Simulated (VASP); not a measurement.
# AlP (F-43m) in VASP: a series of runs, part 2 of 2

VASP 6.6.1. Earlier steps stand in the parts before.

## 3. G0W0 quasiparticle levels, PBE

Input file POSCAR:

```
AlP
1.0
    0.0000000000      2.7255000000      2.7255000000
    2.7255000000      0.0000000000      2.7255000000
    2.7255000000      2.7255000000      0.0000000000
P Al
1 1
Direct
    0.7500000000      0.7500000000      0.7500000000
    0.0000000000      0.0000000000      0.0000000000
```

Input file INCAR.step1:

```
PREC     = Accurate       # precision mode
ENCUT    = 450            # plane-wave cutoff, eV
EDIFF    = 1E-8           # SCF threshold, eV
ISMEAR   = 0              # smearing method
SIGMA    = 0.01           # smearing width, eV
LREAL    = F              # projectors in reciprocal space
LASPH    = T              # aspherical terms in the spheres
NELM     = 60             # most SCF steps
ALGO     = Fast           # electronic algorithm
LWAVE    = T              # write WAVECAR
LCHARG   = F              # write CHGCAR
GGA      = PE             # functional
```

Input file INCAR.step2:

```
PREC     = Accurate       # precision mode
ENCUT    = 450            # plane-wave cutoff, eV
EDIFF    = 1E-8           # SCF threshold, eV
ISMEAR   = 0              # smearing method
SIGMA    = 0.01           # smearing width, eV
LREAL    = F              # projectors in reciprocal space
LASPH    = T              # aspherical terms in the spheres
NELM     = 1              # most SCF steps
ALGO     = Exact          # electronic algorithm
LWAVE    = T              # write WAVECAR
LCHARG   = F              # write CHGCAR
GGA      = PE             # functional
NBANDS   = 124            # bands
LOPTICS  = T              # frequency-dependent dielectric function
ISTART   = 1
```

Input file INCAR.step3:

```
PREC     = Accurate       # precision mode
ENCUT    = 450            # plane-wave cutoff, eV
EDIFF    = 1E-8           # SCF threshold, eV
ISMEAR   = 0              # smearing method
SIGMA    = 0.01           # smearing width, eV
LREAL    = F              # projectors in reciprocal space
LASPH    = T              # aspherical terms in the spheres
ALGO     = EVGW0          # electronic algorithm
LWAVE    = F              # write WAVECAR
LCHARG   = F              # write CHGCAR
GGA      = PE             # functional
NELMGW   = 1            
NBANDS   = 124            # bands
ENCUTGW  = 120            # cutoff of the response function
NOMEGA   = 50             # frequency points
PRECFOCK = Fast         
ISTART   = 1            
NBANDSGW = 12
```

Input file KPOINTS:

```
Automatic mesh
0
Gamma
  4 4 4
```

Potentials or basis: VASP PAW PBE potentials, release 64 (P_GW, Al_GW).

Command:

```console
cat potpaw_PBE.64/P_GW/POTCAR potpaw_PBE.64/Al_GW/POTCAR > POTCAR
cp INCAR.step1 INCAR
mpirun -np 1 vasp_std > vasp.out
cp INCAR.step2 INCAR
mpirun -np 1 vasp_std > vasp.out
cp INCAR.step3 INCAR
mpirun -np 1 vasp_std > vasp.out
```

OUTCAR:

```text
PREC = Accurate
   ENCUT = 450
   EDIFF = 1E-8
   ISMEAR = 0
   LREAL = F
   LASPH = T
   GGA = PE
   NELMGW = 1
   ENCUTGW = 120
   PRECFOCK = Fast
   ISTART = 1

 ion  position               nearest neighbor table
   1  0.750  0.750  0.750-   2 2.36   2 2.36   2 2.36   2 2.36
   2  0.000  0.000  0.000-   1 2.36   1 2.36   1 2.36   1 2.36

  LATTYP: Found a face centered cubic cell.
 ALAT       =     5.4510000000

  Lattice vectors:

 A1 = (   0.0000000000,   2.7255000000,   2.7255000000)
 A2 = (   2.7255000000,   0.0000000000,   2.7255000000)
 A3 = (   2.7255000000,   2.7255000000,   0.0000000000)

Analysis of symmetry for initial positions (statically):
=====================================================================
 Subroutine PRICEL returns:
 Original cell was already a primitive cell.

 Routine SETGRP: Setting up the symmetry group for a
 face centered cubic supercell.

 Subroutine GETGRP returns: Found 24 space group operations
 (whereof 24 operations were pure point group operations)
 out of a pool of 48 trial point group operations.

The static configuration has the point symmetry T_d .

Analysis of symmetry for dynamics (positions and initial velocities):
=====================================================================
 Subroutine PRICEL returns:
 Original cell was already a primitive cell.

 Routine SETGRP: Setting up the symmetry group for a
 face centered cubic supercell.

 Subroutine GETGRP returns: Found 24 space group operations
[... 103 lines left out ...]
   IALGO  =     38    algorithm
   IMIX   =      4    mixing-type and parameters
     AMIX     =   0.40;   BMIX     =  1.00
     AMIX_MAG =   1.60;   BMIX_MAG =  1.00
  volume/ion in A,a.u.               =      20.25       136.63
  Fermi-wavevector in a.u.,A,eV,Ry     =   0.953488  1.801831 12.369596  0.909140
  Thomas-Fermi vector in A             =   2.082148
   LORBIT       =      0    0 simple, 1 ext, 2 COOP (PROOUT), +10 PAW based schemes
   GGA     = PE    functional components
   LHFCALC =     T    Hartree Fock is set to
   PRECFOCK=fast      Normal, Fast or Accurate (Low or Medium for compatibility)
   ENCUT4O =  -1.0   cutoff for four orbital integrals eV
   NKREDX  =     1    reduce k-point grid by
   NKREDY  =     1    reduce k-point grid by
   NKREDZ  =     1    reduce k-point grid by
   AEXX    =    1.0000 exact exchange contribution
   HFSCREEN=    0.0000 screening length (either q_TF or 0.3 A-1)
   HFSCREENC=   0.0000 screening length for correlation (either q_TF or 0.3 A-1)
   ENCUTFOCK=  -1.0 apply spherical cutoff to Coloumb kernel
   IVDW    =     0    specifies the selected vdW correction
   LEPSILON=     F    determine dielectric tensor
   LRPA    =     F    only Hartree local field effects (RPA)
   LRPAFORCE           =     F    calculate RPA forces
   ENCUTGW             = 120.0    cutoff for response function in eV
   ENCUTGWSOFT         =  96.0    soft cutoff for Coulomb kernel in GW response function in eV
   ENCUTLF             =  -1.0    cutoff for local field effects
   NELMGW              =     1    number of iterations in solving QP/BSE equation
   NELMHF              =     1    number of iterations in the inner HF iteration
   NKREDLFX            =     1    NKREDLFY  =   1   NKREDLFZ  =   1
 non-spin polarized calculation
 Gauss-broadening in eV      SIGMA  =   0.01
  energy-cutoff  :      450.00
  volume of cell :       40.49
 maximum number of plane-waves:       893
 NGX is ok and might be reduce to    28
  NGX = 16; NGY = 16; NGZ = 16
   NGX = 13   NGY = 13   NGZ = 13
 maximum number of plane-waves:       126
 NGX is ok and might be reduce to    14

 QP shifts <psi_nk| G(iteration)W_0 |psi_nk>: iteration 1
 for sc-GW calculations column KS-energies equals QP-energies in previous step
 and V_xc(KS)=  KS-energies - (<T + V_ion + V_H > + <T+V_H+V_ion>^1  + <V_x>^1)

 k-point   1 :       0.0000    0.0000    0.0000
  band No.  KS-energies  QP-energies   sigma(KS)   V_xc(KS)     V^pw_x(r,r')   Z            occupation Imag(sigma)

      1      -7.5965      -8.1887     -11.9661     -11.0782     -18.4236       0.6671       2.0000       1.2847
      2       3.9452       3.3199     -12.7968     -11.9767     -14.1744       0.7625       2.0000       0.0630
      3       3.9452       3.3199     -12.7968     -11.9767     -14.1744       0.7625       2.0000       0.0630
      4       3.9452       3.3199     -12.7968     -11.9767     -14.1744       0.7625       2.0000       0.0630
      5       7.2815       7.5952      -9.7359     -10.1449      -5.4558       0.7669       0.0000      -0.0868
      6       8.4862       8.8279      -9.2163      -9.6661      -4.8472       0.7598       0.0000      -0.0932
      7       8.4862       8.8279      -9.2163      -9.6661      -4.8472       0.7598       0.0000      -0.0932
      8       8.4862       8.8279      -9.2163      -9.6661      -4.8472       0.7598       0.0000      -0.0932
      9      12.7420      13.1469      -9.4026      -9.9463      -4.1671       0.7447       0.0000      -0.1959
     10      12.7420      13.1469      -9.4026      -9.9463      -4.1671       0.7447       0.0000      -0.1959
     11      14.2550      14.2328      -7.8212      -7.7918      -2.2792       0.7545       0.0000      -0.3550
     12      16.2099      16.1939      -8.0561      -8.0347      -2.0990       0.7468       0.0000      -0.6035
[... 100 lines left out ...]
      1      -5.1758      -5.6537     -12.8878     -12.2003     -18.5713       0.6952       2.0000       0.8633
      2      -1.0050      -1.7036     -11.4683     -10.4729     -14.6497       0.7018       2.0000       0.2090
      3       0.7441      -0.0145     -11.4322     -10.3937     -13.7235       0.7305       2.0000       0.1113
      4       1.1013       0.3772     -11.2672     -10.2857     -13.3157       0.7377       2.0000       0.0955
      5       8.2561       8.3986      -9.3035      -9.4901      -5.1103       0.7630       0.0000      -0.0903
      6       9.8941      10.3224     -10.0368     -10.6110      -5.2120       0.7460       0.0000      -0.1299
      7      10.0727      10.2928      -9.0838      -9.3736      -4.4945       0.7592       0.0000      -0.1204
      8      10.3167      10.5750      -8.9275      -9.2724      -3.9022       0.7488       0.0000      -0.1595
      9      15.2520      15.4621      -9.7222     -10.0132      -3.3683       0.7220       0.0000      -0.5156
     10      15.8559      16.3324     -10.5282     -11.1775      -4.3037       0.7339       0.0000      -0.5049
     11      17.2875      17.4657      -9.5773      -9.8160      -3.1882       0.7465       0.0000      -0.6926
     12      18.1529      18.5739     -10.1710     -10.7453      -3.6447       0.7330       0.0000      -0.7240
```

OUTCAR.step1:

```text
PREC = Accurate
   ENCUT = 450
   EDIFF = 1E-8
   ISMEAR = 0
   LREAL = F
   LASPH = T
[... 291 lines left out ...]
 -----------------------------------------------------------------------------------
      4.08825      4.08825      4.08825        -0.000000     -0.000000     -0.000000
      0.00000      0.00000      0.00000         0.000000      0.000000      0.000000
 -----------------------------------------------------------------------------------
    total drift:                                0.000000      0.000000      0.000000

  FREE ENERGIE OF THE ION-ELECTRON SYSTEM (eV)
  ---------------------------------------------------
  free  energy   TOTEN  =       -10.2738764714 eV

  energy  without entropy=      -10.2738764714  energy(sigma->0) =      -10.27387647
```

Run time: 46 s. Hardware: 1 thread of Intel Xeon 6975P-C (Granite Rapids), shared host; peak memory 0.3 GiB.

Results:

| Quantity | Value |
| --- | --- |
| Band gap on the k mesh, mean-field level | 1.55 eV, indirect (least direct gap 3.34 eV) |
| Quasiparticle gap | 2.25 eV |
| Least direct quasiparticle gap | 4.28 eV |

Levels at points of the mesh, in eV from the valence-band top:
| k point | band 1 | band 2 | band 3 | band 4 | band 5 | band 6 | band 7 | band 8 |
| --- | --- | --- | --- | --- | --- | --- | --- | --- |
| (0.00, 0.00, 0.00) | -11.54 | 0.00 | 0.00 | 0.00 | 3.34 | 4.54 | 4.54 | 4.54 |
| (0.50, 0.00, 0.00) | -9.84 | -5.57 | -0.77 | -0.77 | 2.82 | 4.79 | 4.79 | 8.28 |
| (0.50, 0.50, 0.00) | -9.17 | -5.34 | -2.12 | -2.12 | 1.55 | 2.45 | 11.09 | 11.09 |

Caveat: the k mesh is coarse (spacing up to 0.50 Å⁻¹), so the values aren't converged; bands, screening cutoff and mesh are small and nothing is extrapolated, so the quasiparticle values aren't converged. A k mesh can miss the band edges.

## 4. G0W0 quasiparticle levels, PBE

POSCAR is that of step 3.

INCAR.step1 is that of step 3.

Edit INCAR.step2 of step 3 so:

```diff
@@ -12,3 +12,3 @@
 GGA      = PE             # functional
-NBANDS   = 124            # bands
+NBANDS   = 34             # bands
 LOPTICS  = T              # frequency-dependent dielectric function
```

Edit INCAR.step3 of step 3 so:

```diff
@@ -12,4 +12,4 @@
 NELMGW   = 1            
-NBANDS   = 124            # bands
-ENCUTGW  = 120            # cutoff of the response function
+NBANDS   = 34             # bands
+ENCUTGW  = 170            # cutoff of the response function
 NOMEGA   = 50             # frequency points
```

KPOINTS is that of step 3.

Potentials or basis: VASP PAW PBE potentials, release 64 (P_GW, Al_GW).

Command:

```console
cat potpaw_PBE.64/P_GW/POTCAR potpaw_PBE.64/Al_GW/POTCAR > POTCAR
cp INCAR.step1 INCAR
mpirun -np 1 vasp_std > vasp.out
cp INCAR.step2 INCAR
mpirun -np 1 vasp_std > vasp.out
cp INCAR.step3 INCAR
mpirun -np 1 vasp_std > vasp.out
```

OUTCAR:

```text
PREC = Accurate
   ENCUT = 450
   EDIFF = 1E-8
   ISMEAR = 0
   LREAL = F
   LASPH = T
   GGA = PE
   NELMGW = 1
   ENCUTGW = 170
   PRECFOCK = Fast
   ISTART = 1

 ion  position               nearest neighbor table
   1  0.750  0.750  0.750-   2 2.36   2 2.36   2 2.36   2 2.36
[... 184 lines left out ...]
      2       3.9452       3.6958     -12.3021     -11.9767     -14.1744       0.7664       2.0000       0.0628
      3       3.9452       3.6958     -12.3021     -11.9767     -14.1744       0.7664       2.0000       0.0628
      4       3.9452       3.6958     -12.3021     -11.9767     -14.1744       0.7664       2.0000       0.0628
      5       7.2815       7.8962      -9.3441     -10.1449      -5.4558       0.7676       0.0000      -0.0870
      6       8.4862       9.1690      -8.7714      -9.6661      -4.8472       0.7632       0.0000      -0.0932
      7       8.4862       9.1690      -8.7714      -9.6661      -4.8472       0.7632       0.0000      -0.0932
      8       8.4862       9.1690      -8.7714      -9.6661      -4.8472       0.7632       0.0000      -0.0932
      9      12.7420      13.5738      -8.8378      -9.9463      -4.1671       0.7503       0.0000      -0.2003
     10      12.7420      13.5738      -8.8378      -9.9463      -4.1671       0.7503       0.0000      -0.2003
     11      14.2550      14.5129      -7.4510      -7.7918      -2.2792       0.7567       0.0000      -0.3573
     12      16.2099      16.5340      -7.6026      -8.0347      -2.0990       0.7502       0.0000      -0.6095
[... 100 lines left out ...]
      1      -5.1758      -5.3586     -12.4632     -12.2003     -18.5713       0.6950       2.0000       0.8785
      2      -1.0050      -1.4412     -11.0936     -10.4729     -14.6497       0.7028       2.0000       0.2226
      3       0.7441       0.2748     -11.0360     -10.3937     -13.7235       0.7307       2.0000       0.1238
      4       1.1013       0.6628     -10.8789     -10.2857     -13.3157       0.7391       2.0000       0.1064
      5       8.2561       8.7222      -8.8820      -9.4901      -5.1103       0.7663       0.0000      -0.0911
      6       9.8941      10.7024      -9.5302     -10.6110      -5.2120       0.7479       0.0000      -0.1318
      7      10.0727      10.6367      -8.6328      -9.3736      -4.4945       0.7612       0.0000      -0.1210
      8      10.3167      10.9004      -8.4957      -9.2724      -3.9022       0.7515       0.0000      -0.1599
      9      15.2520      15.8456      -9.1949     -10.0132      -3.3683       0.7255       0.0000      -0.5238
     10      15.8559      16.8400      -9.8445     -11.1775      -4.3037       0.7383       0.0000      -0.5163
     11      17.2875      17.8907      -9.0095      -9.8160      -3.1882       0.7480       0.0000      -0.7030
     12      18.1529      19.0823      -9.4832     -10.7453      -3.6447       0.7363       0.0000      -0.7384
```

OUTCAR.step1:

```text
PREC = Accurate
   ENCUT = 450
   EDIFF = 1E-8
   ISMEAR = 0
   LREAL = F
   LASPH = T
[... 291 lines left out ...]
 -----------------------------------------------------------------------------------
      4.08825      4.08825      4.08825        -0.000000     -0.000000     -0.000000
      0.00000      0.00000      0.00000         0.000000      0.000000      0.000000
 -----------------------------------------------------------------------------------
    total drift:                                0.000000      0.000000      0.000000

  FREE ENERGIE OF THE ION-ELECTRON SYSTEM (eV)
  ---------------------------------------------------
  free  energy   TOTEN  =       -10.2738764714 eV

  energy  without entropy=      -10.2738764714  energy(sigma->0) =      -10.27387647
```

It took 35 s on 1 thread of Intel Xeon 6975P-C (Granite Rapids), shared host; peak memory 0.29 GiB.

What came out:

- Band gap on the k mesh, mean-field level: 1.55 eV, indirect (least direct gap 3.34 eV)
- Quasiparticle gap: 2.13 eV
- Least direct quasiparticle gap: 4.20 eV

Levels at points of the mesh, in eV from the valence-band top:
| k point | band 1 | band 2 | band 3 | band 4 | band 5 | band 6 | band 7 | band 8 |
| --- | --- | --- | --- | --- | --- | --- | --- | --- |
| (0.00, 0.00, 0.00) | -11.54 | 0.00 | 0.00 | 0.00 | 3.34 | 4.54 | 4.54 | 4.54 |
| (0.50, 0.00, 0.00) | -9.84 | -5.57 | -0.77 | -0.77 | 2.82 | 4.79 | 4.79 | 8.28 |
| (0.50, 0.50, 0.00) | -9.17 | -5.34 | -2.12 | -2.12 | 1.55 | 2.45 | 11.09 | 11.09 |

Caveat: the k mesh is coarse (spacing up to 0.50 Å⁻¹), so the values aren't converged; bands, screening cutoff and mesh are small and nothing is extrapolated, so the quasiparticle values aren't converged.
